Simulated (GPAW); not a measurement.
Set up this calculation in GPAW 26.7.0, as an ASE script.

```yaml
Task: single point
Functional: LDA
Potentials_or_basis: the program's PAW data sets (release 1.2.1) made for this functional
Cutoff: 800 eV
Basis: pw
k_mesh: 10 × 10 × 10
Occupations: gaussian, width 0.1 eV
Spin: collinear spin, ferromagnetic start
Starting_moments: "[2.0, 0.0] μB"
Maxiter: 150
```

The structure of CoO lies in CoO.xyz:

```xyz
2
Lattice="1.6022198417 0.9250420569 2.5664708903 -1.6022198417 0.9250420569 2.5664708903 0.0000000000 -1.8500841138 2.5664708903" Properties=species:S:1:pos:R:3 pbc="T T T"
Co     0.0000000000      0.0000000000      7.6915463350
O      0.0000000000      0.0000000000      5.7824208345
```

Measurements of this composition are mostly on another form, of space group No. 225.

These files were run (other wordings do the same):

run.py

```python
from ase.dft.bandgap import bandgap
from ase.io import read, write
from ase.units import GPa
from gpaw import GPAW, PW

atoms = read('CoO.xyz')
atoms.set_initial_magnetic_moments([2.0, 0.0])

calc = GPAW(mode=PW(800),
            xc='LDA',
            kpts={'size': (10, 10, 10), 'gamma': True},
            occupations={'name': 'methfessel-paxton', 'order': 0, 'width': 0.1},
            nbands=17,
            convergence={'density': 1e-05, 'energy': 1e-05},
            maxiter=150,
            txt='gpaw.txt')
atoms.calc = calc
energy = atoms.get_potential_energy()
forces = atoms.get_forces()
stress = atoms.get_stress()
calc.write('gs.gpw')
write('result.traj', atoms)
print(f'Energy: {energy:.6f} eV')
print('Forces (eV/A):')
print(forces.round(4))
print('Stress (GPa):', (stress / GPa).round(3))
print('Moments:', calc.get_magnetic_moments().round(3))
print('Fermi level:', round(calc.get_fermi_level(), 4), 'eV')
print(f'Gap: {bandgap(calc)[0]:.4f} eV, direct: {bandgap(calc, direct=True)[0]:.4f} eV')
```

Potentials or basis: the program's PAW data sets (release 1.2.1) made for this functional, pw.

The run is started by

```bash
$ OMP_NUM_THREADS=1 python run.py
```

It gave:

| Quantity | Value |
| --- | --- |
| Pressure | -15.2 GPa |
| Largest force | 0.210 eV/Å |
| Band gap on the k mesh | none (metal or under the smearing width) |
| Net moment | 2.61 μB per cell |
| Site moments | Co +2.20; O +0.22 μB |

Caveat: so large a pressure means that the cell lies far from this level's equilibrium, or that cutoff or potentials fall short; a cell with one magnetic atom can't hold antiferromagnetic order, which such compounds often take; semilocal functionals often make such compounds metallic where correlation or magnetic order opens a gap, which also shifts bond lengths.

It took 88 s on 1 thread of Intel(R) Xeon(R) Platinum 8488C (Sapphire Rapids) (shared host), peak memory 0.25 GiB.
